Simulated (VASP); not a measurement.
# BN (P6_3/mmc) in VASP: a series of runs

One crystal, BN, is run at these levels: r2SCAN+rVV10; tasks: relaxation of cell and atoms.

All numbers are computed with VASP 6.6.1; they aren't measurements. Logs are shortened: lines on timing, memory, paths and dates and some standing lists are left out, and cuts for length are marked.

**1. The structure**

The structure is hexagonal, space group P6_3/mmc (No. 194). Conventional cell: a = 2.498 Å, b = 2.498 Å, c = 6.636 Å, α = 90.00°, β = 90.00°, γ = 120.00°. B (site symmetry -6m2) is surrounded by 3 N at 1.44 Å. N (site symmetry -6m2) has 3 B at 1.44 Å as nearest neighbours.

**2. Relaxation of cell and atoms, r2SCAN+rVV10**

Contents of INCAR:

```
SYSTEM = BN
ALGO = Normal ; BPARAM = 11.95
CPARAM = 0.0093 ; EDIFF = 1E-7
EDIFFG = -0.002 ; ENCUT = 520
IBRION = 2 ; ISIF = 3
ISMEAR = 0 ; IVDW_NL = 2
LASPH = .TRUE. ; LCHARG = .FALSE.
LMIXTAU = .TRUE. ; LREAL = .FALSE.
LUSE_VDW = .TRUE. ; LWAVE = .FALSE.
METAGGA = R2SCAN ; NELM = 80
NSW = 80 ; PREC = Accurate
SIGMA = 0.02
```

Contents of KPOINTS:

```
k-points
0
G
  15 15 6
  0 0 0
```

Contents of POSCAR:

```
BN
1.0
    2.4982400000      0.0000000000      0.0000000000
   -1.2491200000      2.1635393000      0.0000000000
    0.0000000000      0.0000000000      6.6357000000
B N
2 2
Direct
    0.3333333300      0.6666666700      0.2500000000
    0.6666666700      0.3333333300      0.7500000000
    0.3333333300      0.6666666700      0.7500000000
    0.6666666700      0.3333333300      0.2500000000
```

Potentials or basis: VASP PAW PBE potentials, release 64 (B, N).

Command:

```sh
> cat potpaw_PBE.64/B/POTCAR potpaw_PBE.64/N/POTCAR > POTCAR
> mpirun -np 1 vasp_std > vasp.out
```

OUTCAR:

```text
SYSTEM = BN
   BPARAM = 11.95
   EDIFF = 1E-7
   EDIFFG = -0.002
   ENCUT = 520
   IBRION = 2
   ISIF = 3
   ISMEAR = 0
   IVDW_NL = 2
   LASPH = .TRUE.
   LREAL = .FALSE.
   METAGGA = R2SCAN
   NELM = 80
   NSW = 80
   PREC = Accurate

 ion  position               nearest neighbor table
   1  0.333  0.667  0.250-   4 1.44   4 1.44   4 1.44
   2  0.667  0.333  0.750-   3 1.44   3 1.44   3 1.44
   3  0.333  0.667  0.750-   2 1.44   2 1.44   2 1.44
   4  0.667  0.333  0.250-   1 1.44   1 1.44   1 1.44

  LATTYP: Found a hexagonal cell.
 ALAT       =     2.4982400000
 C/A-ratio  =     2.6561499296

  Lattice vectors:

 A1 = (   2.4982400000,   0.0000000000,   0.0000000000)
 A2 = (  -1.2491200000,   2.1635393000,   0.0000000000)
 A3 = (   0.0000000000,   0.0000000000,   6.6357000000)

Analysis of symmetry for initial positions (statically):
=====================================================================
 Subroutine PRICEL returns:
 Original cell was already a primitive cell.

 Routine SETGRP: Setting up the symmetry group for a
 hexagonal supercell.

 Subroutine GETGRP returns: Found 24 space group operations
 (whereof 12 operations were pure point group operations)
 out of a pool of 24 trial point group operations.

The static configuration has the point symmetry D_3d.
 The point group associated with its full space group is D_6h.

Analysis of symmetry for dynamics (positions and initial velocities):
=====================================================================
 Subroutine PRICEL returns:
 Original cell was already a primitive cell.

 Routine SETGRP: Setting up the symmetry group for a
 hexagonal supercell.

 Subroutine GETGRP returns: Found 24 space group operations
 (whereof 12 operations were pure point group operations)
 out of a pool of 24 trial point group operations.

The dynamic configuration has the point symmetry D_3d.
 The point group associated with its full space group is D_6h.

 Subroutine INISYM returns: Found 24 space group operations
 (whereof 12 operations are pure point group operations),
 and found     1 'primitive' translations

----------------------------------------------------------------------------------------

                                     Primitive cell

  volume of cell :      35.8662

  direct lattice vectors                    reciprocal lattice vectors
     2.498240000  0.000000000  0.000000000     0.400281798  0.231102805  0.000000000
    -1.249120000  2.163539300  0.000000000     0.000000000  0.462205609  0.000000000
     0.000000000  0.000000000  6.635700000     0.000000000  0.000000000  0.150700002

  length of vectors
     2.498240000  2.498239996  6.635700000     0.462205608  0.462205609  0.150700002

  position of ions in fractional coordinates (direct lattice)
     0.333333330  0.666666670  0.250000000
     0.666666670  0.333333330  0.750000000
     0.333333330  0.666666670  0.750000000
     0.666666670  0.333333330  0.250000000

  ion indices of the primitive-cell ions
   primitive index   ion index
                 1           1
                 2           2
                 3           3
                 4           4

----------------------------------------------------------------------------------------

 KPOINTS: k-points

Automatic generation of k-mesh.
 Grid dimensions read from file:
 generate k-points for:   15   15    6

 Generating k-lattice:

  Cartesian coordinates                     Fractional coordinates (reciprocal lattice)
     0.026685453  0.015406854  0.000000000     0.066666667 -0.000000000  0.000000000
     0.000000000  0.030813707  0.000000000     0.000000000  0.066666667  0.000000000
     0.000000000  0.000000000  0.025116667     0.000000000  0.000000000  0.166666667

  Length of vectors
     0.030813707  0.030813707  0.025116667

  Shift w.r.t. Gamma in fractional coordinates (k-lattice)
     0.000000000  0.000000000  0.000000000

 Subroutine IBZKPT returns following result:
 ===========================================

 Found    108 irreducible k-points:

 Following reciprocal coordinates:
            Coordinates               Weight
  0.000000  0.000000  0.000000      1.000000
  0.066667  0.000000  0.000000      6.000000
  0.133333 -0.000000  0.000000      6.000000
  0.200000 -0.000000  0.000000      6.000000
  0.266667 -0.000000  0.000000      6.000000
  0.333333  0.000000  0.000000      6.000000
[... 16 lines left out ...]
  0.333333  0.200000  0.000000     12.000000
  0.400000  0.200000  0.000000      6.000000
 [... further k-points ...]
   k-points           NKPTS =    108   k-points in BZ     NKDIM =    108   number of bands    NBANDS=     12
   number of dos      NEDOS =    301   number of ions     NIONS =      4
   total plane-waves  NPLWV =  20000
   dimension x,y,z NGX =    20 NGY =   20 NGZ =   50
   dimension x,y,z NGXF=    40 NGYF=   40 NGZF=  100
   ions per type =               2   2
   NGX,Y,Z   is equivalent  to a cutoff of  13.31, 13.31, 12.53 a.u.
   NGXF,Y,Z  is equivalent  to a cutoff of  26.62, 26.62, 25.05 a.u.
 SYSTEM =  BN
   PREC   = accura    normal or accurate (medium, high low for compatibility)
   ISTART =      0    job   : 0-new  1-cont  2-samecut
   ICHARG =      2    charge: 1-file 2-atom 10-const
   ISPIN  =      1    spin polarized calculation?
   LNONCOLLINEAR =      F non collinear calculations
   LSORBIT =      F    spin-orbit coupling
   LASPH  =      T    aspherical Exc in radial PAW
   ENCUT  =  520.0 eV  38.22 Ry    6.18 a.u.   4.65  4.65 12.34*2*pi/ulx,y,z
   NELM   =     80;   NELMIN=  2; NELMDL= -5     # of ELM steps
   EDIFF  = 0.1E-06   stopping-criterion for ELM
   LREAL  =      F    real-space projection
   EDIFFG = -.2E-02   stopping-criterion for IOM
   NSW    =     80    number of steps for IOM
   IBRION =      2    ionic relax: 0-MD 1-quasi-New 2-CG
   NFREE  =      1    steps in history (QN), initial steepest desc. (CG)
   ISIF   =      3    stress and relaxation
   ISYM   =      2    0-nonsym 1-usesym 2-fastsym
   POTIM  = 0.5000    time-step for ionic-motion
   TEBEG  =    0.0;   TEEND  =   0.0 temperature during run
   PSTRESS=    0.0 pullay stress
   NELECT =      16.0000    total number of electrons
   NUPDOWN=      -1.0000    fix difference up-down
   EMIN   =  10.00;   EMAX   =-10.00  energy-range for DOS
   EFERMI =   0.00;   METHOD = LEGACY
   ISMEAR =     0;   SIGMA  =   0.02  broadening in eV -4-tet -1-fermi 0-gaus
   EFERMI_NEDOS =   21; number of points for ismear=-14 and -15
   IALGO  =     38    algorithm
   IMIX   =      4    mixing-type and parameters
     AMIX     =   0.40;   BMIX     =  1.00
     AMIX_MAG =   1.60;   BMIX_MAG =  1.00
  volume/ion in A,a.u.               =       8.97        60.51
  Fermi-wavevector in a.u.,A,eV,Ry     =   1.250891  2.363842 21.289433  1.564729
  Thomas-Fermi vector in A             =   2.384864
   LORBIT       =      0    0 simple, 1 ext, 2 COOP (PROOUT), +10 PAW based schemes
   METAGGA = R2SCAN    functional components
   LHFCALC =     F    Hartree Fock is set to
   AEXX    =    0.0000 exact exchange contribution
   IVDW_NL    =     2    kernel type
   BPARAM     =11.9500
   IVDW    =     0    specifies the selected vdW correction
   LEPSILON=     F    determine dielectric tensor
   LRPA    =     F    only Hartree local field effects (RPA)
 conjugate gradient relaxation of ions
 non-spin polarized calculation
 Gauss-broadening in eV      SIGMA  =   0.02
  energy-cutoff  :      520.00
  volume of cell :       35.87
 maximum number of plane-waves:       985
 NGX is ok and might be reduce to    20
   NGX =  9   NGY =  9   NGZ = 25

--------------------------------------- Ionic step        1  -------------------------------------------

 number of electron      15.9999997 magnetization

 Free energy of the ion-electron system (eV)
  ---------------------------------------------------
  ext. energy  EPLUGINS =         0.00000000
  ---------------------------------------------------
  free energy    TOTEN  =       -38.24303980 eV

  energy without entropy =      -38.24303980  energy(sigma->0) =      -38.24303980

------------------------ aborting loop because EDIFF is reached ----------------------------------------

  FORCE on cell =-STRESS in cart. coord.  units (eV):
  Direction    XX          YY          ZZ          XY          YZ          ZX
  --------------------------------------------------------------------------------------
  -------------------------------------------------------------------------------------
  Total        0.4097169      0.4097169     -0.2027586     -0.0000000      0.0000000      0.0000000
  in kB       18.3024312     18.3024312     -9.0574132     -0.0000000      0.0000000      0.0000000
  external PRESSURE =       9.1824831 kB  Pullay stress =       0.0000000 kB
[... 175 lines left out ...]
  energy  without entropy=      -38.2453368844  energy(sigma->0) =      -38.24533688

--------------------------------------- Ionic step        6  -------------------------------------------

 number of electron      15.9999998 magnetization

 Free energy of the ion-electron system (eV)
  ---------------------------------------------------
  ext. energy  EPLUGINS =         0.00000000
  ---------------------------------------------------
  free energy    TOTEN  =       -38.24613661 eV

  energy without entropy =      -38.24613661  energy(sigma->0) =      -38.24613661

 E-fermi :   2.3681     XC(G=0): -10.9816

 val. band max:        2.2656540816   @ k =   0.3333   0.2667   0.0000
 cond. band min:       7.0835378079   @ k =   0.4667   0.0667   0.0000
 fundamental gap:      4.8178837263
 Fermi energy:         2.3681495012

 k-point     1 :       0.0000    0.0000    0.0000
  band No.  band energies     occupation
      1     -16.6170      2.00000
      2     -16.2626      2.00000
      3      -4.3082      2.00000
      4      -1.8189      2.00000
      5       0.8696      2.00000
      6       0.8696      2.00000
      7       0.9200      2.00000
      8       0.9200      2.00000
      9       7.9341      0.00000
     10      13.5799      0.00000
     11      14.5153      0.00000
     12      14.5153      0.00000
[... 331 lines left out ...]
 k-point    24 :       0.4000    0.2000    0.0000
  band No.  band energies     occupation
      1     -12.9462      2.00000
      2     -12.8760      2.00000
      3      -6.5842      2.00000
      4      -6.4764      2.00000
      5      -3.9623      2.00000
      6      -3.8626      2.00000
      7       1.3182      2.00000
      8       2.1685      2.00000
      9       7.4544      0.00000
     10       8.3912      0.00000
     11      14.6869      0.00000
     12      14.7424      0.00000

 [... further k-points ...]
[... 5 lines left out ...]
  --------------------------------------------------------------------------------------
  -------------------------------------------------------------------------------------
  Total        0.0072400      0.0072400      0.0061715      0.0000000     -0.0000000      0.0000000
  in kB        0.3302514      0.3302514      0.2815132      0.0000000     -0.0000000      0.0000000
  external PRESSURE =       0.3140054 kB  Pullay stress =       0.0000000 kB
[... 19 lines left out ...]
  FREE ENERGIE OF THE ION-ELECTRON SYSTEM (eV)
  ---------------------------------------------------
  free  energy   TOTEN  =       -38.2461366130 eV

  energy  without entropy=      -38.2461366130  energy(sigma->0) =      -38.24613661

 reached required accuracy - stopping structural energy minimisation
```

Wall time 14 min (1 thread of Intel Xeon Platinum 8375C at 2.90GHz (Ice Lake), shared host); peak memory 0.27 GiB.

Results:

- Free energy: -38.2461 eV
- Relaxed volume: 8.78 Å³/atom
- Relaxed cell: a = 2.502 Å, b = 2.502 Å, c = 6.477 Å, α = 90.00°, β = 90.00°, γ = 120.00°
- Space group after relaxing (to 0.05 Å): P6_3/mmc (No. 194)
- Energy gained by relaxing: 0.8 meV/atom
- Ionic steps: 6
- Pressure after relaxing: 0.0 GPa
- Band gap on the k mesh: 4.82 eV, indirect (least direct gap 5.19 eV)

Step by step:
| step | energy change (eV) | largest force (eV/Å) | pressure (GPa) | volume (Å³) |
| --- | --- | --- | --- | --- |
| 1 | 0.0000 | 0.0000 | 0.92 | 35.87 |
| 2 | 0.0016 | 0.0000 | -2.69 | 36.13 |
| 3 | -0.0008 | 0.0000 | -0.43 | 35.96 |
| 4 | -0.0013 | 0.0000 | -0.39 | 35.88 |
| 5 | -0.0023 | 0.0000 | -0.25 | 35.63 |
| 6 | -0.0031 | 0.0000 | 0.03 | 35.12 |

Final structure:
```yaml
crystal:
  lattice:
    - [2.50233, 0.00000, 0.00000]
    - [-1.25116, 2.16708, 0.00000]
    - [0.00000, 0.00000, 6.47712]
  atoms:
    - { symbol: B, position: [0.33333, 0.66667, 0.25000] }
    - { symbol: B, position: [0.66667, 0.33333, 0.75000] }
    - { symbol: N, position: [0.33333, 0.66667, 0.75000] }
    - { symbol: N, position: [0.66667, 0.33333, 0.25000] }
```

Levels at points of the mesh, in eV from the valence-band top:
```tsv
k point	band 5	band 6	band 7	band 8	band 9	band 10	band 11	band 12
(0.00, 0.00, 0.00)	-1.40	-1.40	-1.35	-1.35	5.67	11.31	12.25	12.25
(0.00, 0.00, 0.50)	-1.37	-1.37	-1.37	-1.37	8.33	8.33	12.33	12.33
```

Caveat: the PAW data sets were made with another functional, which shifts forces and pressure a little; an odd mesh through Γ misses points on the zone boundary, where band edges often lie.

**3. Relaxation of cell and atoms, r2SCAN+rVV10**

This run uses another cell than the first one, of 8.78 Å³/atom, 0.979 times its volume.

INCAR is that of step 2.

KPOINTS is that of step 2.

Contents of POSCAR:

```
BN                                      
1.0
    2.5023299293     -0.0000000000     -0.0000000000
   -1.2511649646      2.1670812826      0.0000000000
   -0.0000000000      0.0000000000      6.4771214388
  B               N             
     2     2
Direct
     0.3333333300000021    0.6666666699999979    0.2500000000000000
     0.6666666699999979    0.3333333300000021    0.7500000000000000
     0.3333333300000021    0.6666666699999979    0.7500000000000000
     0.6666666699999979    0.3333333300000021    0.2500000000000000
```

Potentials or basis: VASP PAW PBE potentials, release 64 (B, N).

Command:

```sh
> cat potpaw_PBE.64/B/POTCAR potpaw_PBE.64/N/POTCAR > POTCAR
> mpirun -np 1 vasp_std > vasp.out
```

Run time: 14 min. Hardware: 1 thread of Intel Xeon Platinum 8375C at 2.90GHz (Ice Lake), shared host; peak memory 0.26 GiB.

It converged, with:

```
Free energy                            : -38.2450 eV
Relaxed volume                         : 8.77 Å³/atom
Relaxed cell                           : a = 2.502 Å, b = 2.502 Å, c = 6.468 Å, α = 90.00°, β = 90.00°, γ = 120.00°
Space group after relaxing (to 0.05 Å) : P6_3/mmc (No. 194)
Energy gained by relaxing              : 0.0 meV/atom
Ionic steps                            : 10
Pressure after relaxing                : 0.0 GPa
Band gap on the k mesh                 : 4.82 eV, indirect (least direct gap 5.19 eV)
```

Final structure:
```
CELL_PARAMETERS angstrom
2.50244 0.00000 0.00000
-1.25122 2.16717 0.00000
0.00000 0.00000 6.46759
ATOMIC_POSITIONS crystal
B 0.33333 0.66667 0.25000
B 0.66667 0.33333 0.75000
N 0.33333 0.66667 0.75000
N 0.66667 0.33333 0.25000
```

Levels at points of the mesh, in eV from the valence-band top:
```
           k point  band 5  band 6  band 7  band 8  band 9  band 10  band 11  band 12
(0.00, 0.00, 0.00)   -1.40   -1.40   -1.35   -1.35    5.68    11.33    12.25    12.25
(0.00, 0.00, 0.50)   -1.37   -1.37   -1.37   -1.37    8.35     8.35    12.33    12.33
```

Caveat: the PAW data sets were made with another functional, which shifts forces and pressure a little; an odd mesh through Γ misses points on the zone boundary, where band edges often lie.
